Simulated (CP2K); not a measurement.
Runs of CP2K 2026.2 on Li2S. It takes space group Fm-3m (No. 225, cubic). Conventional cell: a = 5.689 Å, b = 5.689 Å, c = 5.689 Å, α = 90.00°, β = 90.00°, γ = 90.00°. S (site symmetry m-3m) has 8 Li at 2.46 Å as nearest neighbours. Li (site symmetry -43m) is surrounded by 4 S at 2.46 Å. 

```csv
task,level,potentials or basis,smearing,EPS_DEFAULT,NGRIDS,CUTOFF of the grids,points a segment of the path (NPOINTS),bands added on the path,gap on the mesh (eV),pressure (GPa),V0 of scaled cells (Å³/atom),B0 (GPa)
equation of state,LDA,"GTH_POTENTIALS S GTH-PADE-q6, Li GTH-PADE-q3; DZVP-MOLOPT-PBE-GTH basis",fermi-dirac 0.01 eV,1.0E-9,5,450 Ry,-,-,-,-,14.59,44
equation of state,PBEsol,"POTENTIAL_UZH S GTH-PBE-q6, Li GTH-PBE-q3; TZVP-MOLOPT-PBE-GTH basis",fermi-dirac 0.05 eV,1.0E-9,5,450 Ry,-,-,-,-,(b),41
band structure,PBEsol,"POTENTIAL_UZH S GTH-PBE-q6, Li GTH-PBE-q3; TZVP-MOLOPT-PBE-GTH basis",fermi-dirac 0.1 eV,1.0E-9,4,450 Ry,6,4,3.59,(c),-,-
band structure,LDA,"GTH_POTENTIALS S GTH-PADE-q6, Li GTH-PADE-q3; TZVP-MOLOPT-PBE-GTH basis",fermi-dirac 0.0259 eV,1.0E-10,5,450 Ry,8,4,3.52,-2.5,-,-
band structure,r2SCAN,"POTENTIAL_UZH S GTH-SCAN-q6, Li GTH-SCAN-q3; TZVP-MOLOPT-SCAN-GTH basis",fermi-dirac 0.05 eV,1.0E-10,5,675 Ry,10,2,(a),0.2,-,-
```

Alike in all rows: no spin polarisation; cell as given; k mesh 8 × 8 × 8.

Question: Fill in the values left out.

Answer: (a) 4.41; (b) 15.20; (c) -0.4.

Caveats: the basis of atomic orbitals isn't converged, which shifts pressures, moduli and gaps; the potentials were made for another functional, which shifts forces and pressure (some runs).

A k mesh can miss the band edges.

Not every run made on this cell is shown here.
